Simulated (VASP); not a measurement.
# Zn (P6_3/mmc) in VASP: notebook, part 2 of 2

VASP 6.6.1. Earlier steps stand in the parts before.

## 3. Relaxation of cell and atoms, r2SCAN

This run uses another cell than the first one, of 14.62 Å³/atom, 0.954 times its volume.

INCAR

```
PREC     = Accurate       # precision mode
ENCUT    = 520            # plane-wave cutoff, eV
EDIFF    = 1E-7           # SCF threshold, eV
ISMEAR   = 0              # smearing method
SIGMA    = 0.1            # smearing width, eV
LREAL    = False          # projectors in reciprocal space
LASPH    = True           # aspherical terms in the spheres
NELM     = 60             # most SCF steps
ALGO     = Normal         # electronic algorithm
ISIF     = 3              # what is computed and relaxed
LWAVE    = False          # write WAVECAR
LCHARG   = False          # write CHGCAR
METAGGA  = R2SCAN         # meta-GGA
LMIXTAU  = True         
IBRION   = 2              # ionic algorithm
NSW      = 80             # ionic steps
EDIFFG   = -0.002         # ionic threshold
```

KPOINTS

```
regular mesh
0
Gamma
  18 18 8
```

POSCAR

```
Zn                                      
1.0
    2.6007404156     -0.0000000000     -0.0000000000
   -1.3003702078      2.2523072703     -0.0000000000
   -0.0000000000     -0.0000000000      4.9929301766
  Zn            
     2
Direct
     0.3333333300000021    0.6666666699999979    0.2500000000000000
     0.6666666699999979    0.3333333300000021    0.7500000000000000
```

Potentials or basis: VASP PAW PBE potentials, release 64 (Zn).

Command:

```sh
$ cat potpaw_PBE.64/Zn/POTCAR > POTCAR
$ mpirun -np 1 vasp_std > vasp.out
```

OUTCAR:

```text
PREC = Accurate
   ENCUT = 520
   EDIFF = 1E-7
   ISMEAR = 0
   LREAL = False
   LASPH = True
   NELM = 60
   ISIF = 3
   METAGGA = R2SCAN
   IBRION = 2
   NSW = 80
   EDIFFG = -0.002

 ion  position               nearest neighbor table
   1  0.333  0.667  0.250-   2 2.91   2 2.91   2 2.91   2 2.91   2 2.91   2 2.91
   2  0.667  0.333  0.750-   1 2.91   1 2.91   1 2.91   1 2.91   1 2.91   1 2.91

  LATTYP: Found a hexagonal cell.
 ALAT       =     2.6007404156
 C/A-ratio  =     1.9198110456

  Lattice vectors:

 A1 = (   2.6007404156,   0.0000000000,   0.0000000000)
 A2 = (  -1.3003702078,   2.2523072703,   0.0000000000)
 A3 = (   0.0000000000,   0.0000000000,   4.9929301766)

Analysis of symmetry for initial positions (statically):
=====================================================================
 Subroutine PRICEL returns:
 Original cell was already a primitive cell.

 Routine SETGRP: Setting up the symmetry group for a
 hexagonal supercell.

 Subroutine GETGRP returns: Found 24 space group operations
 (whereof 12 operations were pure point group operations)
 out of a pool of 24 trial point group operations.

The static configuration has the point symmetry D_3d.
 The point group associated with its full space group is D_6h.

Analysis of symmetry for dynamics (positions and initial velocities):
=====================================================================
 Subroutine PRICEL returns:
 Original cell was already a primitive cell.

 Routine SETGRP: Setting up the symmetry group for a
 hexagonal supercell.

 Subroutine GETGRP returns: Found 24 space group operations
 (whereof 12 operations were pure point group operations)
 out of a pool of 24 trial point group operations.

The dynamic configuration has the point symmetry D_3d.
 The point group associated with its full space group is D_6h.

 Subroutine INISYM returns: Found 24 space group operations
 (whereof 12 operations are pure point group operations),
 and found     1 'primitive' translations

----------------------------------------------------------------------------------------

                                     Primitive cell

  volume of cell :      29.2469

  direct lattice vectors                    reciprocal lattice vectors
     2.600740416  0.000000000  0.000000000     0.384505887  0.221994577  0.000000000
    -1.300370208  2.252307270  0.000000000     0.000000000  0.443989154  0.000000000
     0.000000000  0.000000000  4.992930177     0.000000000  0.000000000  0.200283193

  length of vectors
     2.600740416  2.600740417  4.992930177     0.443989154  0.443989154  0.200283193

  position of ions in fractional coordinates (direct lattice)
     0.333333330  0.666666670  0.250000000
     0.666666670  0.333333330  0.750000000

  ion indices of the primitive-cell ions
   primitive index   ion index
                 1           1
                 2           2

----------------------------------------------------------------------------------------

 KPOINTS: regular mesh

Automatic generation of k-mesh.
 Grid dimensions read from file:
 generate k-points for:   18   18    8

 Generating k-lattice:

  Cartesian coordinates                     Fractional coordinates (reciprocal lattice)
     0.021361438  0.012333032  0.000000000     0.055555556  0.000000000  0.000000000
     0.000000000  0.024666064  0.000000000     0.000000000  0.055555556  0.000000000
     0.000000000  0.000000000  0.025035399     0.000000000  0.000000000  0.125000000

  Length of vectors
     0.024666064  0.024666064  0.025035399

  Shift w.r.t. Gamma in fractional coordinates (k-lattice)
     0.000000000  0.000000000  0.000000000

 Subroutine IBZKPT returns following result:
 ===========================================

 Found    185 irreducible k-points:

 Following reciprocal coordinates:
            Coordinates               Weight
  0.000000  0.000000  0.000000      1.000000
  0.055556  0.000000  0.000000      6.000000
  0.111111  0.000000  0.000000      6.000000
  0.166667  0.000000  0.000000      6.000000
  0.222222  0.000000  0.000000      6.000000
  0.277778  0.000000  0.000000      6.000000
[... 16 lines left out ...]
  0.333333  0.111111  0.000000     12.000000
  0.388889  0.111111  0.000000     12.000000
 [... further k-points ...]
   k-points           NKPTS =    185   k-points in BZ     NKDIM =    185   number of bands    NBANDS=     16
   number of dos      NEDOS =    301   number of ions     NIONS =      2
   total plane-waves  NPLWV =  16000
   dimension x,y,z NGX =    20 NGY =   20 NGZ =   40
   dimension x,y,z NGXF=    40 NGYF=   40 NGZF=   80
   ions per type =               2
   NGX,Y,Z   is equivalent  to a cutoff of  12.78, 12.78, 13.32 a.u.
   NGXF,Y,Z  is equivalent  to a cutoff of  25.57, 25.57, 26.64 a.u.
 SYSTEM =  unknown system
   PREC   = accura    normal or accurate (medium, high low for compatibility)
   ISTART =      0    job   : 0-new  1-cont  2-samecut
   ICHARG =      2    charge: 1-file 2-atom 10-const
   ISPIN  =      1    spin polarized calculation?
   LNONCOLLINEAR =      F non collinear calculations
   LSORBIT =      F    spin-orbit coupling
   LASPH  =      T    aspherical Exc in radial PAW
   ENCUT  =  520.0 eV  38.22 Ry    6.18 a.u.   4.84  4.84  9.28*2*pi/ulx,y,z
   NELM   =     60;   NELMIN=  2; NELMDL= -5     # of ELM steps
   EDIFF  = 0.1E-06   stopping-criterion for ELM
   LREAL  =      F    real-space projection
   EDIFFG = -.2E-02   stopping-criterion for IOM
   NSW    =     80    number of steps for IOM
   IBRION =      2    ionic relax: 0-MD 1-quasi-New 2-CG
   NFREE  =      1    steps in history (QN), initial steepest desc. (CG)
   ISIF   =      3    stress and relaxation
   ISYM   =      2    0-nonsym 1-usesym 2-fastsym
   POTIM  = 0.5000    time-step for ionic-motion
   TEBEG  =    0.0;   TEEND  =   0.0 temperature during run
   PSTRESS=    0.0 pullay stress
   NELECT =      24.0000    total number of electrons
   NUPDOWN=      -1.0000    fix difference up-down
   EMIN   =  10.00;   EMAX   =-10.00  energy-range for DOS
   EFERMI =   0.00;   METHOD = LEGACY
   ISMEAR =     0;   SIGMA  =   0.10  broadening in eV -4-tet -1-fermi 0-gaus
   EFERMI_NEDOS =   21; number of points for ismear=-14 and -15
   IALGO  =     38    algorithm
   IMIX   =      4    mixing-type and parameters
     AMIX     =   0.40;   BMIX     =  1.00
     AMIX_MAG =   1.60;   BMIX_MAG =  1.00
  volume/ion in A,a.u.               =      14.62        98.68
  Fermi-wavevector in a.u.,A,eV,Ry     =   1.532681  2.896348 31.961610  2.349112
  Thomas-Fermi vector in A             =   2.639854
   LORBIT       =      0    0 simple, 1 ext, 2 COOP (PROOUT), +10 PAW based schemes
   METAGGA = R2SCAN    functional components
   LHFCALC =     F    Hartree Fock is set to
   AEXX    =    0.0000 exact exchange contribution
   IVDW    =     0    specifies the selected vdW correction
   LEPSILON=     F    determine dielectric tensor
   LRPA    =     F    only Hartree local field effects (RPA)
 conjugate gradient relaxation of ions
 non-spin polarized calculation
 Gauss-broadening in eV      SIGMA  =   0.10
  energy-cutoff  :      520.00
  volume of cell :       29.25
 maximum number of plane-waves:       801
 NGX is ok and might be reduce to    20
   NGX =  9   NGY =  9   NGZ = 19

 number of electron      24.0000033 magnetization

 Free energy of the ion-electron system (eV)
  ---------------------------------------------------
  ext. energy  EPLUGINS =         0.00000000
  ---------------------------------------------------
  free energy    TOTEN  =       -17.80290348 eV

  energy without entropy =      -17.80073659  energy(sigma->0) =      -17.80182004

 E-fermi :   3.3067     XC(G=0): -12.8510

 val. band max:        3.3026285073   @ k =   0.2778   0.1667   0.0000
 cond. band min:       3.3307821568   @ k =   0.3333   0.1111   0.0000
 fundamental gap:      0.0281536495
 Fermi energy:         3.3066787879

 k-point     1 :       0.0000    0.0000    0.0000
  band No.  band energies     occupation
      1      -7.9367      2.00000
      2      -5.9848      2.00000
      3      -5.1535      2.00000
      4      -4.8549      2.00000
      5      -4.8548      2.00000
      6      -4.8080      2.00000
[... 8 lines left out ...]
     15      20.6381      0.00000
     16      22.9975      0.00000
[... 419 lines left out ...]
 k-point    24 :       0.3889    0.1111    0.0000
  band No.  band energies     occupation
      1      -5.5878      2.00000
      2      -5.4886      2.00000
      3      -5.3546      2.00000
      4      -4.8898      2.00000
      5      -4.6922      2.00000
      6      -4.6885      2.00000
[... 8 lines left out ...]
     15       9.1464      0.00000
     16      10.5674      0.00000

 [... further k-points ...]
[... 5 lines left out ...]
  --------------------------------------------------------------------------------------
  -------------------------------------------------------------------------------------
  Total        0.0039286      0.0039286      0.0023339      0.0000000      0.0000000      0.0000000
  in kB        0.2152136      0.2152136      0.1278508      0.0000000      0.0000000      0.0000000
  external PRESSURE =       0.1860927 kB  Pullay stress =       0.0000000 kB

 VOLUME and BASIS-vectors are now :
 -----------------------------------------------------------------------------
  energy-cutoff  :      520.00
  volume of cell :       29.25
      direct lattice vectors                 reciprocal lattice vectors
     2.600740416  0.000000000  0.000000000     0.384505887  0.221994577  0.000000000
    -1.300370208  2.252307270  0.000000000     0.000000000  0.443989154  0.000000000
     0.000000000  0.000000000  4.992930177     0.000000000  0.000000000  0.200283193

 POSITION                                       TOTAL-FORCE (eV/Angst)
 -----------------------------------------------------------------------------------
     -0.00000      1.50154      1.24823        -0.000000      0.000000      0.000000
      1.30037      0.75077      3.74470         0.000000     -0.000000      0.000000
 -----------------------------------------------------------------------------------
    total drift:                               -0.000001      0.000000      0.000000

  FREE ENERGIE OF THE ION-ELECTRON SYSTEM (eV)
  ---------------------------------------------------
  free  energy   TOTEN  =       -17.8029034844 eV

  energy  without entropy=      -17.8007365864  energy(sigma->0) =      -17.80182004

 reached required accuracy - stopping structural energy minimisation
```

It took 4.5 min on 1 thread of Intel Xeon 6975P-C (Granite Rapids), shared host; peak memory 0.2 GiB.

Results:

- Free energy: -17.8029 eV
- Pressure after relaxing: 0.0 GPa
- Band gap on the k mesh: none (metal or under the smearing width)

Final structure:
```
Zn
1.0
     2.60074    0.00000    0.00000
    -1.30037    2.25231    0.00000
     0.00000    0.00000    4.99293
Zn
2
Direct
  0.33333 0.66667 0.25000
  0.66667 0.33333 0.75000
```

Levels at points of the mesh, in eV from the Fermi level:
```tsv
k point	band 8	band 9	band 10	band 11	band 12	band 13	band 14	band 15	band 16
(0.00, 0.00, 0.00)	-7.71	-7.71	-7.52	-7.52	-4.18	-3.55	13.50	17.33	19.69
(0.50, 0.00, 0.00)	-7.55	-7.28	-7.26	-3.06	-2.14	2.65	3.78	4.45	5.97
(0.00, 0.00, 0.50)	-8.14	-7.60	-7.60	-7.60	-7.60	4.25	4.25	21.06	21.06
(0.50, 0.00, 0.50)	-7.56	-7.27	-7.27	-2.12	-2.12	0.43	0.43	10.54	10.54
```

Caveat: the relaxation stopped at its first step, so nothing moved; the PAW data sets were made with another functional, which shifts forces and pressure a little.

## 4. Vibrations by finite differences, r2SCAN

This run uses another cell than the first one, of 14.62 Å³/atom, 0.954 times its volume.

INCAR

```
SYSTEM = Zn
  PREC = Accurate
  ENCUT = 520
  EDIFF = 1E-8
  ISMEAR = 0
  SIGMA = 0.1
  LREAL = .False.
  LASPH = .True.
  NELM = 60
  ALGO = Normal
  ISIF = 2
  LWAVE = .False.
  LCHARG = .False.
  METAGGA = R2SCAN
  LMIXTAU = .True.
  IBRION = 6
  NFREE = 2
  POTIM = 0.015
  NSW = 1
```

KPOINTS

```
regular mesh
0
Gamma
  18 18 8
  0 0 0
```

POSCAR

```
Zn                                      
1.0
    2.6007404156      0.0000000000      0.0000000000
   -1.3003702078      2.2523072703      0.0000000000
    0.0000000000      0.0000000000      4.9929301766
  Zn            
     2
Direct
     0.3333333300000021    0.6666666699999979    0.2500000000000000
     0.6666666699999979    0.3333333300000021    0.7500000000000000
```

Command:

```sh
$ cat potpaw_PBE.64/Zn/POTCAR > POTCAR
$ mpirun -np 1 vasp_std > vasp.out
```

Run time: 26 min. Hardware: 1 thread of Intel Xeon 6975P-C (Granite Rapids), shared host; peak memory 0.6 GiB.

It converged, with:

```yaml
Highest_phonon_frequency_at_Γ: 100 cm⁻¹
```

Phonon frequencies in cm⁻¹ (negative: imaginary):
| q point | frequencies |
| --- | --- |
| (0.000, 0.000, 0.000) | 0 0 0 72 72 100 |

Caveat: the PAW data sets were made with another functional, which shifts forces and pressure a little.
